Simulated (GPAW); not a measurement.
# Zr (P6_3/mmc) in GPAW: notebook, part 2 of 2

GPAW 26.7.0. Earlier steps stand in the parts before.

## Step 3: Relaxation of cell and atoms, RPBE+D3(BJ)

Input file run.py:

```python
from ase import Atoms
from ase.calculators.mixing import SumCalculator
from ase.filters import FrechetCellFilter
from ase.io import write
from ase.optimize import LBFGS
from dftd3.ase import DFTD3
from gpaw import GPAW, PW

atoms = Atoms(['Zr', 'Zr'],
              cell=[[3.232, 0.0, 0.0],
                    [-1.616, 2.798994105, 0.0],
                    [0.0, 0.0, 5.147]],
              scaled_positions=[[0.6666666667, 0.3333333333, 0.75],
                                [0.3333333333, 0.6666666667, 0.25]],
              pbc=True)

calc = GPAW(mode=PW(600),
            xc='RPBE',
            kpts={'size': (9, 9, 5), 'gamma': True},
            occupations={'name': 'fermi-dirac', 'width': 0.05},
            nbands=24,
            convergence={'density': 1e-05, 'forces': 0.0001},
            maxiter=150,
            txt='gpaw.txt')
atoms.calc = SumCalculator([calc, DFTD3(method='rpbe', damping='d3bj')])
opt = LBFGS(FrechetCellFilter(atoms), trajectory='relax.traj', logfile='-')
done = opt.run(fmax=0.01, steps=40)
calc.write('gs.gpw')
write('result.traj', atoms)
print('Converged:', done)
print('Cell:', atoms.cell.cellpar().round(4))
print('Volume:', round(atoms.get_volume(), 4))
print(atoms.get_scaled_positions().round(5))
```

Potentials or basis: the program's PAW data sets (release 1.2.1) made for this functional, pw.

The run is started by

```console
$ OMP_NUM_THREADS=1 python run.py
```

gpaw.txt:

```text
__  _  _
 | _ |_)|_||  |
 |__||  | ||/\| - 26.7.0

Input parameters:
  mode=PW(ecut=600.0),
  convergence={'density': 1e-05, 'forces': 0.0001},
  kpts=MonkhorstPack(size=(9, 9, 5), gamma=True),
  maxiter=150,
  nbands=24,
  occupations=Occupations(name='fermi-dirac', width=0.05),
  xc=XC(name='RPBE')

Diagonalizing LCAO Hamiltonian
Converting LCAO to pw mode

           Zr

        Zr

Atoms  # Å, Bohr magnetons
|   | symbol |         x |        y |        z |    initial magnetic moments |
|---|--------|-----------|----------|----------|-----------------------------|
| 0 |     Zr |  1.616000 | 0.932998 | 3.860250 | ( 0.0000,  0.0000,  0.0000) |
| 1 |     Zr | -0.000000 | 1.865996 | 1.286750 | ( 0.0000,  0.0000,  0.0000) |

Unit cell  # Å
| periodic |         x |        y |        z |  lengths |     angles |
|----------|-----------|----------|----------|----------|------------|
|      yes |  3.232000 | 0.000000 | 0.000000 | 3.232000 |  90.000000 |
|      yes | -1.616000 | 2.798994 | 0.000000 | 3.232000 |  90.000000 |
|      yes |  0.000000 | 0.000000 | 5.147000 | 5.147000 | 120.000000 |

Number of symmetries: 12
Symmetry operations  # r_c * U_cc + t_c -> r_c
|    | kind |            matrix            |
|----|------|------------------------------|
[... 1073 lines left out ...]

Unit cell  # Å
| periodic |         x |        y |         z |  lengths |     angles |
|----------|-----------|----------|-----------|----------|------------|
|      yes |  2.892955 | 0.000000 | -0.000000 | 2.892955 |  90.000000 |
|      yes | -1.446478 | 2.505373 |  0.000000 | 2.892955 |  90.000000 |
|      yes | -0.000000 | 0.000000 |  4.793122 | 4.793122 | 120.000000 |

Number of symmetries: 12
Symmetry operations  # r_c * U_cc + t_c -> r_c
|    | kind |            matrix            |
|----|------|------------------------------|
|  0 |  σ   |  1, 1, 0,  0,-1, 0,  0, 0, 1 |
|  1 |  S6  |  1, 1, 0, -1, 0, 0,  0, 0,-1 |
|  2 |  E   |  1, 0, 0,  0, 1, 0,  0, 0, 1 |
|  3 |  C2  |  1, 0, 0, -1,-1, 0,  0, 0,-1 |
|  4 |  C2  |  0, 1, 0,  1, 0, 0,  0, 0,-1 |
|  5 |  C3  |  0, 1, 0, -1,-1, 0,  0, 0, 1 |
|  6 |  S6  |  0,-1, 0,  1, 1, 0,  0, 0,-1 |
|  7 |  σ   |  0,-1, 0, -1, 0, 0,  0, 0, 1 |
|  8 |  σ   | -1, 0, 0,  1, 1, 0,  0, 0, 1 |
[... 190 lines left out ...]
Atoms  # Å, Bohr magnetons
|   | symbol |         x |        y |        z |    initial magnetic moments |
|---|--------|-----------|----------|----------|-----------------------------|
| 0 |     Zr |  1.444976 | 0.834257 | 3.596440 | ( 0.0000,  0.0000,  0.0000) |
| 1 |     Zr | -0.000000 | 1.668514 | 1.198814 | ( 0.0000,  0.0000,  0.0000) |

Unit cell  # Å
| periodic |         x |        y |         z |  lengths |     angles |
|----------|-----------|----------|-----------|----------|------------|
|      yes |  2.889952 | 0.000000 | -0.000000 | 2.889952 |  90.000000 |
|      yes | -1.444976 | 2.502772 |  0.000000 | 2.889952 |  90.000000 |
|      yes | -0.000000 | 0.000000 |  4.795255 | 4.795255 | 120.000000 |

Number of symmetries: 12
Symmetry operations  # r_c * U_cc + t_c -> r_c
|    | kind |            matrix            |
|----|------|------------------------------|
|  0 |  σ   |  1, 1, 0,  0,-1, 0,  0, 0, 1 |
|  1 |  S6  |  1, 1, 0, -1, 0, 0,  0, 0,-1 |
|  2 |  E   |  1, 0, 0,  0, 1, 0,  0, 0, 1 |
|  3 |  C2  |  1, 0, 0, -1,-1, 0,  0, 0,-1 |
|  4 |  C2  |  0, 1, 0,  1, 0, 0,  0, 0,-1 |
|  5 |  C3  |  0, 1, 0, -1,-1, 0,  0, 0, 1 |
|  6 |  S6  |  0,-1, 0,  1, 1, 0,  0, 0,-1 |
|  7 |  σ   |  0,-1, 0, -1, 0, 0,  0, 0, 1 |
|  8 |  σ   | -1, 0, 0,  1, 1, 0,  0, 0, 1 |
[... 178 lines left out ...]
Forces  # eV/Ang
|        x |        y |        z |
|----------|----------|----------|
| -0.00000 |  0.00000 |  0.00001 |  # Zr   0
|  0.00000 | -0.00000 | -0.00001 |  # Zr   1

# Writing to gs.gpw (mode='')
```

stdout:

```text
Step          Energy          fmax
LBFGS:    0      -21.257177        4.245795
LBFGS:    1      -21.900177        3.122658
LBFGS:    2      -22.507258        1.035068
LBFGS:    3      -22.531410        0.330291
LBFGS:    4      -22.534074        0.274065
LBFGS:    5      -22.540169        0.030675
LBFGS:    6      -22.540054        0.004161
Converged: True
Cell: [  2.89     2.89     4.7953  90.      90.     120.    ]
Volume: 34.6835
[[0.66667 0.33333 0.75   ]
 [0.33333 0.66667 0.25   ]]
```

Wall time 2.5 min (1 thread of Arm Neoverse V2, shared host); peak memory 0.29 GiB.

Results:

| Item | Value |
| --- | --- |
| Free energy | -22.5508 eV |
| Relaxed volume | 17.34 Å³/atom |
| Relaxed cell | a = 2.890 Å, b = 2.890 Å, c = 4.795 Å, α = 90.00°, β = 90.00°, γ = 120.00° |
| Space group after relaxing (to 0.05 Å) | P6_3/mmc (No. 194) |
| Energy gained by relaxing | 641.4 meV/atom |
| Ionic steps | 7 |
| Pressure after relaxing | 0.0 GPa |
| Band gap on the k mesh | none (metal or under the smearing width) |
| Dispersion energy per atom | -5.030 eV |

The path:
| step | energy change (eV) | largest force (eV/Å) | pressure (GPa) | volume (Å³) |
| --- | --- | --- | --- | --- |
| 1 | 0.0000 | 0.0000 | -28.73 | 46.56 |
| 2 | -0.6430 | 0.0000 | -22.74 | 42.58 |
| 3 | -1.2501 | 0.0000 | 5.39 | 33.66 |
| 4 | -1.2742 | 0.0000 | -0.26 | 34.89 |
| 5 | -1.2769 | 0.0000 | -0.25 | 34.87 |
| 6 | -1.2830 | 0.0000 | -0.21 | 34.74 |
| 7 | -1.2829 | 0.0000 | -0.03 | 34.68 |

Final structure:
```
CELL_PARAMETERS angstrom
2.88995 0.00000 0.00000
-1.44498 2.50277 0.00000
0.00000 0.00000 4.79525
ATOMIC_POSITIONS crystal
Zr 0.66667 0.33333 0.75000
Zr 0.33333 0.66667 0.25000
```

Caveat: later steps reuse the first step's grids; the volume moved by over 15 % at a fixed basis, so the end points are rough; the volume moved by -26 % from the deposited cell, more than functionals usually miss; pairwise dispersion overbinds metals, which lowers pressure and volume.

## Step 4: Relaxation of cell and atoms, BLYP+D4

Input file run.py:

```python
from ase.calculators.mixing import SumCalculator
from ase.filters import FrechetCellFilter
from ase.io import read, write
from ase.optimize import BFGS
from dftd4.ase import DFTD4
from gpaw import GPAW, PW, setup_paths

setup_paths.insert(0, '.')

atoms = read('Zr.xyz')

calc = GPAW(mode=PW(600),
            xc='BLYP',
            kpts={'size': (9, 9, 5), 'gamma': True},
            occupations={'name': 'fermi-dirac', 'width': 0.05},
            nbands=24,
            convergence={'density': 1e-05, 'forces': 0.0001},
            eigensolver='davidson',
            maxiter=150,
            txt='gpaw.txt')
atoms.calc = SumCalculator([calc, DFTD4(method='blyp')])
opt = BFGS(FrechetCellFilter(atoms), trajectory='relax.traj', logfile='-')
done = opt.run(fmax=0.02, steps=60)
calc.write('gs.gpw')
write('result.traj', atoms)
print('Converged:', done)
print('Cell:', atoms.cell.cellpar().round(4))
print('Volume:', round(atoms.get_volume(), 4))
print(atoms.get_scaled_positions().round(5))
```

Input file Zr.xyz:

```xyz
2
Lattice="3.2320000000 0.0000000000 0.0000000000 -1.6160000000 2.7989941050 0.0000000000 0.0000000000 0.0000000000 5.1470000000" Properties=species:S:1:pos:R:3 pbc="T T T"
Zr     1.6160000002      0.9329980349      3.8602500000
Zr    -0.0000000002      1.8659960701      1.2867500000
```

Potentials or basis: PAW data sets generated in the run's folder for this functional, pw.

The run is started by

```console
$ gpaw-setup -f BLYP Zr
$ OMP_NUM_THREADS=1 python run.py
```

Wall time 2.9 min (1 thread of Arm Neoverse V2, shared host); peak memory 0.26 GiB.

The run converged. Its results:

| Quantity | Value |
| --- | --- |
| Free energy | -13.1048 eV |
| Relaxed volume | 23.42 Å³/atom |
| Relaxed cell | a = 3.228 Å, b = 3.228 Å, c = 5.191 Å, α = 90.00°, β = 90.00°, γ = 120.00° |
| Space group after relaxing (to 0.05 Å) | P6_3/mmc (No. 194) |
| Energy gained by relaxing | 0.8 meV/atom |
| Ionic steps | 5 |
| Pressure after relaxing | -0.1 GPa |
| Band gap on the k mesh | none (metal or under the smearing width) |
| Dispersion energy per atom | -0.370 eV |

Step by step:
```tsv
step	energy change (eV)	largest force (eV/Å)	pressure (GPa)	volume (Å³)
1	0.0000	0.0000	0.52	46.56
2	-0.0005	0.0000	0.37	46.64
3	-0.0015	0.0000	-0.16	46.89
4	-0.0015	0.0000	-0.17	46.90
5	-0.0017	0.0000	-0.08	46.84
```

Final structure:
```xyz
2
Lattice="3.2278 0.0000 0.0000 -1.6139 2.7953 0.0000 0.0000 0.0000 5.1913" Properties=species:S:1:pos:R:3 pbc="T T T"
Zr    1.6139    0.9318    3.8935
Zr    0.0000    1.8635    1.2978
```

Levels at points of the mesh, in eV from the Fermi level:
| k point | band 9 | band 10 | band 11 | band 12 | band 13 | band 14 | band 15 | band 16 |
| --- | --- | --- | --- | --- | --- | --- | --- | --- |
| (0.00, 0.00, 0.00) | -5.53 | -2.99 | 0.81 | 0.81 | 0.86 | 1.25 | 1.46 | 1.46 |

Caveat: later steps reuse the first step's grids; pairwise dispersion overbinds metals, which lowers pressure and volume.

## Step 5: Single point, PBE

Input file run.py:

```python
from ase.dft.bandgap import bandgap
from ase.io import read, write
from ase.units import GPa
from gpaw import GPAW, PW

atoms = read('POSCAR')

calc = GPAW(mode=PW(600),
            xc='PBE',
            kpts={'size': (9, 9, 5), 'gamma': True},
            occupations={'name': 'methfessel-paxton', 'order': 0, 'width': 0.027000000000000003},
            nbands=24,
            convergence={'density': 1e-05, 'energy': 1e-05},
            maxiter=150,
            txt='gpaw.txt')
atoms.calc = calc
energy = atoms.get_potential_energy()
forces = atoms.get_forces()
stress = atoms.get_stress()
calc.write('gs.gpw')
write('result.traj', atoms)
print(f'Energy: {energy:.6f} eV')
print('Forces (eV/A):')
print(forces.round(4))
print('Stress (GPa):', (stress / GPa).round(3))
print('Fermi level:', round(calc.get_fermi_level(), 4), 'eV')
print(f'Gap: {bandgap(calc)[0]:.4f} eV, direct: {bandgap(calc, direct=True)[0]:.4f} eV')
```

Input file POSCAR:

```
Zr
1.0
    3.2320000000      0.0000000000      0.0000000000
   -1.6160000000      2.7989941050      0.0000000000
    0.0000000000      0.0000000000      5.1470000000
Zr
2
Direct
    0.6666666667      0.3333333333      0.7500000000
    0.3333333333      0.6666666667      0.2500000000
```

Potentials or basis: GPAW PAW data sets (gpaw-data 1.2.1), pw.

The run is started by

```console
$ OMP_NUM_THREADS=1 python run.py
```

Run time: 21 s. Hardware: 1 thread of Arm Neoverse V2, shared host; peak memory 0.18 GiB.

It converged, with:

| Quantity | Value |
| --- | --- |
| Free energy | -14.8244 eV |
| Pressure | 0.2 GPa |
| Band gap on the k mesh | none (metal or under the smearing width) |

Stress tensor (GPa, compression positive):
```
-0.08  0.00  0.00
 0.00 -0.08  0.00
 0.00  0.00  0.91
```

Levels at points of the mesh, in eV from the Fermi level:
| k point | band 9 | band 10 | band 11 | band 12 | band 13 | band 14 | band 15 | band 16 |
| --- | --- | --- | --- | --- | --- | --- | --- | --- |
| (0.00, 0.00, 0.00) | -5.69 | -3.06 | 0.82 | 0.82 | 0.97 | 1.13 | 1.51 | 1.51 |

## Step 6: The runs side by side

```tsv
task	level	potentials or basis	cell	smearing	optimizer	fmax	max steps	convergence	eigensolver	gap on the mesh (eV)	pressure (GPa)	relaxed volume (Å³/atom)
relaxation of cell and atoms	PBEsol+D4	PAW data sets generated in the run's folder for this functional, pw	relaxed	fermi-dirac 0.05 eV	FIRE	0.01 eV/Å	40	density=1e-05 forces=0.0001	-	none	0.0	22.21
relaxation of cell and atoms	RPBE+D3(BJ)	the program's PAW data sets (release 1.2.1) made for this functional, pw	relaxed	fermi-dirac 0.05 eV	LBFGS	0.01 eV/Å	40	density=1e-05 forces=0.0001	-	none	0.0	17.34
relaxation of cell and atoms	BLYP+D4	PAW data sets generated in the run's folder for this functional, pw	relaxed	fermi-dirac 0.05 eV	BFGS	0.02 eV/Å	60	density=1e-05 forces=0.0001	davidson	none	-0.1	23.42
single point	PBE	GPAW PAW data sets (gpaw-data 1.2.1), pw	as given	gaussian 0.027 eV	-	-	-	-	-	none	0.2	-
```

Alike in all rows: no spin polarisation; k mesh 9 × 9 × 5; cutoff (eV) 600.

Caveats: later steps reuse the first step's grids (some runs); pairwise dispersion overbinds metals, which lowers pressure and volume (some runs); the volume moved by over 15 % at a fixed basis, so the end points are rough (some runs); the volume moved by -26 % from the deposited cell, more than functionals usually miss (some runs).

Total energies depend on the potentials used, so only differences within one code and one set of settings carry meaning.
